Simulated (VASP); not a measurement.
Level of theory: HSE06 screened hybrid, VASP's PBE PAW potentials (set 64) (plane waves; VASP 6.6.1).

A VASP calculation is set up with these files.

### POSCAR
```
LiI
1
    0.0000000000     2.9996930000     2.9996930000
    2.9996930000     0.0000000000     2.9996930000
    2.9996930000     2.9996930000     0.0000000000
Li I
1 1
Direct
  0.0000000000   0.0000000000   0.0000000000
  0.5000000000   0.5000000000   0.5000000000
```

INCAR:
```
# general
SYSTEM  =LiI
PREC    =Accurate
ENCUT   =280   # plane-wave cut-off (eV)
LREAL   =.FALSE.   # projection in real space or not
LASPH   =.TRUE.
ISYM    =3

# electronic loop
EDIFF   =1E-6   # SCF stop (eV)
NELM    =100   # most electronic steps
ALGO    =Normal   # blocked Davidson
LMAXMIX =4

# smearing
ISMEAR  =0
SIGMA   =0.01

# functional
GGA     =PE   # PBE
LHFCALC =.TRUE.
AEXX    =0.25
HFSCREEN=0.2
PRECFOCK=Fast

# ions
ISIF    =2

# output
LWAVE   =.FALSE.
LCHARG  =.FALSE.
```

KPOINTS:
```
Automatic mesh
0
Gamma
5 5 5
0.5 0.5 0.5
```

POTCAR, in this order: Li_sv I (PBE.64 set). Program: vasp_std.

The run wrote:

File OSZICAR:
```
       N       E                     dE             d eps       ncg     rms          rms(c)
DAV:   1    -0.115429098417E+04   -0.11543E+04   -0.23910E+03   342   0.611E+02
DAV:   2    -0.118743236918E+04   -0.33141E+02   -0.32367E+02   431   0.114E+02
DAV:   3    -0.118894222458E+04   -0.15099E+01   -0.15092E+01   427   0.281E+01
DAV:   4    -0.118897679643E+04   -0.34572E-01   -0.34568E-01   494   0.479E+00
DAV:   5    -0.762563379369E+01    0.11814E+04   -0.36901E+00   345   0.111E+01    0.430E+00
DAV:   6    -0.763463751013E+01   -0.90037E-02   -0.34483E-01   475   0.349E+00    0.416E+00
DAV:   7    -0.763269522453E+01    0.19423E-02   -0.28419E-02   437   0.112E+00    0.270E+00
DAV:   8    -0.763136957773E+01    0.13256E-02   -0.35817E-03   488   0.443E-01    0.167E+00
DAV:   9    -0.763095407762E+01    0.41550E-03   -0.71765E-04   431   0.236E-01    0.965E-01
DAV:  10    -0.763089707778E+01    0.57000E-04   -0.31242E-04   469   0.155E-01    0.537E-01
DAV:  11    -0.763092169014E+01   -0.24612E-04   -0.10819E-04   384   0.947E-02    0.301E-01
DAV:  12    -0.763095141735E+01   -0.29727E-04   -0.51894E-05   396   0.641E-02    0.166E-01
DAV:  13    -0.763097215486E+01   -0.20738E-04   -0.19757E-05   383   0.413E-02    0.929E-02
DAV:  14    -0.763098435430E+01   -0.12199E-04   -0.97416E-06   388   0.278E-02    0.513E-02
DAV:  15    -0.763099100277E+01   -0.66485E-05   -0.41844E-06   395   0.186E-02    0.285E-02
DAV:  16    -0.763099446426E+01   -0.34615E-05   -0.19431E-06   385   0.123E-02    0.157E-02
DAV:  17    -0.763099624338E+01   -0.17791E-05   -0.82343E-07   352   0.800E-03    0.884E-03
DAV:  18    -0.763099711589E+01   -0.87250E-06   -0.31776E-07   178   0.521E-03
   1 F= -.76309971E+01 E0= -.76309971E+01  d E =-.779113E-23
```

**OUTCAR**
```
------------------------ aborting loop because EDIFF is reached ----------------------------------------
  FORCE on cell =-STRESS in cart. coord.  units (eV):
  Direction    XX          YY          ZZ          XY          YZ          ZX
  --------------------------------------------------------------------------------------
  Total       -0.7089014     -0.7089014     -0.7089014      0.0000000     -0.0000000      0.0000000
  in kB      -21.0395286    -21.0395286    -21.0395286      0.0000000     -0.0000000      0.0000000
  external PRESSURE =     -21.0395286 kB  Pullay stress =       0.0000000 kB
  volume of cell :       53.98
      direct lattice vectors                 reciprocal lattice vectors
     0.000000000  2.999693000  2.999693000    -0.166683724  0.166683724  0.166683724
     2.999693000  0.000000000  2.999693000     0.166683724 -0.166683724  0.166683724
     2.999693000  2.999693000  0.000000000     0.166683724  0.166683724 -0.166683724
 POSITION                                       TOTAL-FORCE (eV/Angst)
 -----------------------------------------------------------------------------------
      0.00000      0.00000      0.00000         0.000000      0.000000      0.000000
      2.99969      2.99969      2.99969         0.000000      0.000000      0.000000
 -----------------------------------------------------------------------------------
    total drift:                                0.000000      0.000000      0.000000
  FREE ENERGIE OF THE ION-ELECTRON SYSTEM (eV)
  ---------------------------------------------------
  free  energy   TOTEN  =        -7.6309971159 eV

  energy  without entropy=       -7.6309971159  energy(sigma->0) =       -7.63099712

  exchange ACFDT corr.  =         0.00000000  see jH, gK, PRB 81, 115126
```
(Selected blocks of OUTCAR.)

At this cut-off the stress carries a Pulay error, which pulls relaxed volumes low.

The structure comes from a computed database's LiI entry; how it stands against other phases isn't given here. The cell was not relaxed at this level. The run is one of a series of settings (ENCUT = 280 against the base run), some of them coarse on purpose.
